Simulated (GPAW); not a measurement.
# Quasiparticle gap of RbH (honeycomb monolayer) in GPAW, part 2 of 2

How does a plane-wave GW calculation on RbH (honeycomb monolayer) run from the first input to the gap?

GPAW 26.7.0; LDA and many-body steps on it, plane waves. Known limits of the many-body steps: not at the basis limit; no spin-orbit coupling.

So far. Step 3 (Ground state): The gap is indirect, with the least direct gap 0.77 eV higher. Step 4 (Empty states on the mesh, 9×9×1 mesh, 351 bands): On this mesh the gap is 2.891 eV.

### Step 5. Screening and self-energy, 9×9×1 mesh, 158 bands, screening to 48 eV

Now the one-shot GW correction: screening in the RPA, then the self-energy of the levels asked for.

This step: G0W0 on LDA, plane waves, PAW.

run.py

```python
import json
import numpy as np
from gpaw.mpi import world
from gpaw.response.g0w0 import G0W0

gw = G0W0('full.gpw',
    filename='gw',
    kpts=[0, 6, 9],
    bands=(3, 7),
    ecut=48,
    nbands=158,
    truncation='2D',
    integrate_gamma='sphere',
    q0_correction=True,
    frequencies={'type': 'nonlinear', 'domega0': 0.15, 'omega2': 15.0},
    eta=0.1,
    nblocksmax=True)
gw.calculate()
res = {mode: {k: v for k, v in r.items() if k != 'sigma_eskwn'}
       for mode, r in gw.all_results.items()}

if world.rank == 0:
    with open('result.json', 'w') as f:
        json.dump(res, f, default=lambda x: x.tolist())
```

Started as:

```bash
> mpirun -n 4 gpaw python run.py
```

Numbers of over 12 decimals in the logs are rounded to 6 here.

The log of the run:

```text
Using integrator: PointIntegrator
NonLinearFrequencyDescriptor(from 0.000 to 75.270 eV, 164 points)
Nonperiodic BCs:  [False False  True]
Using integrator: PointIntegrator
NonLinearFrequencyDescriptor(from 0.000 to 75.270 eV, 164 points)
Nonperiodic BCs:  [False False  True]
Applying analytical 2D correction to W:
    Evaluating Gamma point contribution to W on a 11x11x1 grid
  ___  _ _ _
 |   || | | |
 | | || | | |
 |__ ||_____|
 |___|

BZ k-points: Symmetries present (total): 6

  [... matrices ...]
81 k-points: 9 x 9 x 1 Monkhorst-Pack grid
12 k-points in the irreducible part of the Brillouin zone
       k-points in crystal coordinates                weights
   0:     0.00000000    0.00000000    0.00000000          1/81
   1:     0.11111111    0.00000000    0.00000000          6/81
   2:     0.22222222   -0.11111111    0.00000000          6/81
   3:     0.22222222    0.00000000    0.00000000          6/81
   4:     0.33333333   -0.11111111    0.00000000         12/81
   5:     0.33333333    0.00000000    0.00000000          6/81
   6:     0.33333333    0.33333333    0.00000000          2/81
   7:     0.44444444   -0.22222222    0.00000000          6/81
   8:     0.44444444   -0.11111111    0.00000000         12/81
   9:     0.44444444    0.00000000    0.00000000          6/81
          ...
  11:     0.44444444    0.44444444    0.00000000          6/81

Distributing spins, k-points and bands (1 x 3 x 4) over 1 process
Number of blocks: 4

Quasi particle states:
k-points (IBZ indices): [0, 6, 9]
Band range: (3, 7)
  [... matrices ...]
Computational parameters:
Plane wave cut-off: 48 eV
Number of bands: 158
Coulomb cutoff: 2D
Broadening: 0.1 eV

fxc modes: GW
Kernel: RPA
Using full-frequency real axis integration
Summing all q:

Calculating screened Coulomb potential
2D Coulomb truncation
NonLinearFrequencyDescriptor(from 0.000 to 75.270 eV, 164 points)
Removing empty qpoint cache files...

Calculating chi0 body with:
    Ground state adapter containing:
    Number of spins: 1
    Number of kpoints: 81
    Number of irreducible kpoints: 12
    Number of completely occupied states: 5
    Number of partially occupied states: 5
    Occupied states memory: 3.893280 M / cpu

    Linear response parametrization:
    q_c: [0.0, 0.0, 0.0]
    Number of frequency points: 164
    Planewave cutoff: 48.0
    Number of bands: 158
    Number of planewaves: 163
    Broadening (eta): 0.1
    comm.size: 4
    kncomm.size: 1
    blockcomm.size: 4

    Memory estimate of potentially large arrays:
        chi0_wGG: 16.621841 M / cpu
Integrating chi0 body.

Symmetries of q_c:
    Direct symmetries (Uq -> q): 6
    Indirect symmetries (TUq -> q): 6
In total 12 allowed symmetries.

  [... matrices ...]
12 groups of equivalent kpoints. 85.185185% reduction.

Integral kind: spectral function
Integrating chi0 head and wings.

Symmetries of q_c:
    Direct symmetries (Uq -> q): 6
    Indirect symmetries (TUq -> q): 6
In total 12 allowed symmetries.

  [... matrices ...]
12 groups of equivalent kpoints. 85.185185% reduction.

Integral kind: spectral function wings

Calculating chi0 body with:
    Ground state adapter containing:
    Number of spins: 1
    Number of kpoints: 81
    Number of irreducible kpoints: 12
    Number of completely occupied states: 5
    Number of partially occupied states: 5
[... the further q-points ...]

Results:
f:      Occupation numbers
eps:     KS-eigenvalues [eV]
vxc:     KS vxc [eV]
exx:     Exact exchange [eV]
sigma:   Self-energies [eV]
dsigma:  Self-energy derivatives
Z:       Renormalization factors
qp:      QP-energies [eV]

k-point 0 (0): (0.000, 0.000, 0.000)                GW
band       f     eps     vxc     exx   sigma  dsigma       Z      qp
                                                                   GW
   3   1.000 -12.795 -19.373 -24.884   2.135  -0.230   0.813 -15.541
   4   1.000  -3.674  -8.788 -12.442   1.262  -0.429   0.700  -5.347
   5   0.000   0.383  -2.815  -1.128  -0.775  -0.101   0.909   1.211
   6   0.000   0.517  -3.265  -1.119  -1.026  -0.115   0.897   1.522

k-point 1 (6): (0.333, 0.333, 0.000)                GW
band       f     eps     vxc     exx   sigma  dsigma       Z      qp
                                                                   GW
   3   1.000 -12.927 -19.027 -24.558   2.132  -0.240   0.807 -15.668
   4   1.000  -2.508 -10.409 -13.909   1.189  -0.321   0.757  -4.257
   5   0.000   1.646  -5.775  -2.296  -1.769  -0.186   0.843   3.088
   6   0.000   2.138  -5.131  -1.944  -1.510  -0.144   0.874   3.605

k-point 2 (9): (0.444, 0.000, 0.000)                GW
band       f     eps     vxc     exx   sigma  dsigma       Z      qp
                                                                   GW
   3   1.000 -12.839 -19.266 -24.785   2.135  -0.230   0.813 -15.590
   4   1.000  -2.677 -10.116 -13.602   1.172  -0.341   0.746  -4.402
   5   0.000   0.985  -5.553  -2.370  -1.571  -0.158   0.863   2.376
   6   0.000   1.504  -4.698  -1.596  -1.440  -0.148   0.871   2.952
```

Wall time 3.6 min (4 MPI ranks of Arm Neoverse V2, shared host); peak memory 2.1 GiB; 14 min of CPU time.

Numbers from this step:

```yaml
g0w0_gap_on_the_points_computed: 5.469 eV
least_direct_g0w0_gap_on_the_computed_points: 6.558 eV
z_at_the_valence_top: 0.7568
z_at_the_conduction_bottom: 0.9086
starting_gap_on_the_mesh: 2.891 eV
k_of_the_valence_top: 0.3333, 0.3333, 0
k_of_the_conduction_bottom: 0, 0, 0
```

The gap on the mesh goes from 2.89 eV to 5.47 eV, a correction of +2.58 eV.

Limits: finite bands, cutoff and mesh; no spin-orbit coupling. v1 is the top filled band, c1 the lowest empty one. The levels before and after the correction (eV, zero at the valence-band top of each column):

```
           conduction bottom  valence top
Kohn-Sham               2.89         0.00
     G0W0               5.47         0.00
```

```
                        level  energy (eV)
Kohn-Sham                Γ v2      -10.287
Kohn-Sham                Γ v1       -1.166
Kohn-Sham                Γ c1        2.891
Kohn-Sham                Γ c2        3.025
Kohn-Sham  (0.333 0.333 0) v2      -10.419
Kohn-Sham  (0.333 0.333 0) v1        0.000
Kohn-Sham  (0.333 0.333 0) c1        4.154
Kohn-Sham  (0.333 0.333 0) c2        4.646
     G0W0                Γ v2      -11.284
     G0W0                Γ v1       -1.090
     G0W0                Γ c1        5.469
     G0W0                Γ c2        5.780
     G0W0  (0.333 0.333 0) v2      -11.411
     G0W0  (0.333 0.333 0) v1        0.000
     G0W0  (0.333 0.333 0) c1        7.345
     G0W0  (0.333 0.333 0) c2        7.863
```

### Step 6. Where the time went

Times are wall times on 4 MPI ranks of Arm Neoverse V2, shared host, good to a factor of about two.

```
                     step     time  share  memory (GiB)
               relaxation     34 s    5 %           1.1
             ground state    6.4 s    1 %          0.84
 empty states on the mesh  6.5 min   60 %           1.9
screening and self-energy  3.6 min   33 %           2.1
```

### Step 7. Outcome

| Quantity | Value |
| --- | --- |
| LDA gap | 2.89 eV, indirect |
| G0W0 gap on the mesh | 5.47 eV |
| GW settings | 9×9×1 mesh, 158 bands, screening to 48 eV, full frequency, Hilbert transform |
| known limits | not at the basis limit; no spin-orbit coupling |

In words: G0W0 moves the gap on the mesh from 2.89 eV to 5.47 eV (+2.58 eV), with Z of 0.76 and 0.91 at the edges. Only 3 of the mesh's irreducible points were corrected, so a valley elsewhere could overtake. The dearest step here is «empty states on the mesh». Bands and cutoff are finite, so the gap is not at the basis limit. The miss can reach some tenths of an eV and take either sign; the mesh is an error of its own. These stock PAW sets were not made for GW. In the G0W0 run levels were corrected at 3 k points alone, so a gap called «on the mesh» is the least over those, and an edge elsewhere would be missed. The many-body steps are scalar-relativistic: spin-orbit coupling is not in them.

[Paths, hosts, dates, memory and timing lines, banners, echoed tables and standing remarks are left out of the program output.]

[Logs are printed without paths, hosts, clocks, repeated set-up lines and the standing remarks that a program may print on its own settings, such as how far it seeks lower states.]

[Runs of the session that timed out or met a known fault of the program may be left out.]

[Hosts, paths, dates, database ids (printed as entryN), source tags and the programs' standing remarks are cut or masked in the printed files.]
